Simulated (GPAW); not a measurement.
Runs of GPAW 26.7.0 on Rh. Symmetry: Fm-3m, No. 225, cubic system. Conventional cell: a = 3.796 Å, b = 3.796 Å, c = 3.796 Å, α = 90.00°, β = 90.00°, γ = 90.00°. Rh (site symmetry m-3m) is surrounded by 12 Rh at 2.68 Å. 

| task | level | potentials or basis | spin | cell | k mesh | smearing | band path | band points | optimizer | fmax | max steps | gap on the mesh (eV) | pressure (GPa) | relaxed volume (Å³/atom) |
| --- | --- | --- | --- | --- | --- | --- | --- | --- | --- | --- | --- | --- | --- | --- |
| band structure | revPBE | the program's PAW data sets (release 1.2.1) made for this functional, pw | off | as given | 12 × 12 × 12 | fermi-dirac 0.05 eV | GXWKGLUWLK,UX | 60 | - | - | - | - | 13.1 | - |
| band structure | LDA | the program's PAW data sets (release 1.2.1) made for this functional, pw | off | as given | 12 × 12 × 12 | fermi-dirac 0.05 eV | GXWKGLUWLK,UX | 100 | - | - | - | - | (b) | - |
| single point | PBE | GPAW PAW data sets (gpaw-data 1.2.1), pw | off | as given | 12 × 12 × 12 | gaussian 0.028 eV | - | - | - | - | - | none | 9.2 | - |
| relaxation of cell and atoms | revPBE | the program's PAW data sets (release 1.2.1) made for this functional, pw | off | relaxed | 12 × 12 × 12 | fermi-dirac 0.05 eV | - | - | LBFGS | 0.02 eV/Å | 40 | none | 0.1 | (a) |
| single point | PBE | GPAW PAW data sets (gpaw-data 1.2.1), pw | off | as given | 12 × 12 × 12 | gaussian 0.027 eV | - | - | - | - | - | none | 9.2 | - |
| single point | PBE | GPAW PAW data sets (gpaw-data 1.2.1), pw | off | as given | 12 × 12 × 12 | gaussian 0.1 eV | - | - | - | - | - | none | 9.2 | - |
| single point | PBE | GPAW PAW data sets (gpaw-data 1.2.1), pw | off | as given | 12 × 12 × 12 | gaussian 0.012 eV | - | - | - | - | - | none | 9.2 | - |
| single point | PBE | GPAW PAW data sets (gpaw-data 1.2.1), pw | off | as given | 12 × 12 × 12 | gaussian 0.011 eV | - | - | - | - | - | none | 9.2 | - |
| band structure | PBEsol | PAW data sets generated in the run's folder for this functional, pw | off | as given | 12 × 12 × 12 | fermi-dirac 0.05 eV | GXWKGLUWLK,UX | 60 | - | - | - | - | -1.4 | - |
| relaxation of cell and atoms | revPBE+D4 | the program's PAW data sets (release 1.2.1) made for this functional, pw | off | relaxed to -1 GPa | 12 × 12 × 12 | fermi-dirac 0.05 eV | - | - | BFGS | 0.02 eV/Å | 60 | none | -0.9 | - |
| relaxation of cell and atoms | PBEsol | PAW data sets generated in the run's folder for this functional, pw | off | relaxed | 12 × 12 × 12 | fermi-dirac 0.05 eV | - | - | LBFGS | 0.02 eV/Å | 60 | none | 0.1 | 13.60 |
| band structure | PBE | GPAW PAW data sets (gpaw-data 1.2.1), pw | SOC, no magnetisation | as given | 9 × 9 × 9 | fermi-dirac 0.05 eV | GXWKGLUWLK,UX | 80 | - | - | - | - | 9.5 | - |

Alike in all rows: cutoff (eV) 600.

**Question.** Fill in the values left out.

**Answer.** (a) 14.34; (b) -8.4.

Caveats: later steps reuse the first step's grids (some runs); pairwise dispersion overbinds metals, which lowers pressure and volume (some runs); spin-orbit coupling was added after a scalar SCF, so levels and gaps hold it while energy, forces, pressure and moments don't (some runs); this program's spin-orbit splittings come out too wide for heavy elements (some runs).

A k mesh can miss the band edges, and rows without SOC leave out spin-orbit coupling on Rh.

A gap of «none» marks a metal or a gap under the smearing width.
